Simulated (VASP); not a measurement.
A run of VASP 6.6.1:

The input INCAR:

```
SYSTEM = PbSe
ALGO = Normal ; EDIFF = 1E-6
ENCUT = 520 ; GGA = PE
GGA_COMPAT = .FALSE. ; ISIF = 2
ISMEAR = 0 ; KPAR = 4
LASPH = .TRUE. ; LCHARG = .FALSE.
LNONCOLLINEAR = .TRUE. ; LORBIT = 11
LREAL = .FALSE. ; LSORBIT = .TRUE.
LWAVE = .FALSE. ; MAGMOM = 0 0 0 0 0 0
NELM = 100 ; PREC = Accurate
SIGMA = 0.02
```

File KPOINTS:

```
k-points
0
G
  10 10 10
  0 0 0
```

Contents of POSCAR:

```
PbSe                                    
1.0
    0.0000000000      3.0740805721      3.0740805721
    3.0740805721     -0.0000000000      3.0740805721
    3.0740805721      3.0740805721     -0.0000000000
  Pb              Se            
     1     1
Direct
     0.0000000000000000    0.0000000000000000    0.0000000000000000
     0.5000000000000000    0.5000000000000000    0.5000000000000000
```

File KPOINTS_OPT:

```
path GXWKGLUWLK,UX
20
line-mode
reciprocal
 0.0000000000  0.0000000000  0.0000000000  G
 0.5000000000  0.0000000000  0.5000000000  X

 0.5000000000  0.0000000000  0.5000000000  X
 0.5000000000  0.2500000000  0.7500000000  W

 0.5000000000  0.2500000000  0.7500000000  W
 0.3750000000  0.3750000000  0.7500000000  K

 0.3750000000  0.3750000000  0.7500000000  K
 0.0000000000  0.0000000000  0.0000000000  G

 0.0000000000  0.0000000000  0.0000000000  G
 0.5000000000  0.5000000000  0.5000000000  L

 0.5000000000  0.5000000000  0.5000000000  L
 0.6250000000  0.2500000000  0.6250000000  U

 0.6250000000  0.2500000000  0.6250000000  U
 0.5000000000  0.2500000000  0.7500000000  W

 0.5000000000  0.2500000000  0.7500000000  W
 0.5000000000  0.5000000000  0.5000000000  L

 0.5000000000  0.5000000000  0.5000000000  L
 0.3750000000  0.3750000000  0.7500000000  K

 0.6250000000  0.2500000000  0.6250000000  U
 0.5000000000  0.0000000000  0.5000000000  X
```

Potentials or basis: VASP PAW PBE potentials, release 64 (Pb_d, Se).

Run with:

```bash
$ cat potpaw_PBE.64/Pb_d/POTCAR potpaw_PBE.64/Se/POTCAR > POTCAR
$ mpirun -np 4 vasp_ncl > vasp.out
```

Hardware: 4 MPI ranks on AMD EPYC 7R13 Processor (Zen 3), on a shared host.

Problem. How long does it take, and how much memory?

Solution. Wall time 100 s on 4 MPI ranks on AMD EPYC 7R13 Processor (Zen 3), on a shared host, peak memory 0.39 GiB a rank. Counts: scf iterations 58, k points 47.
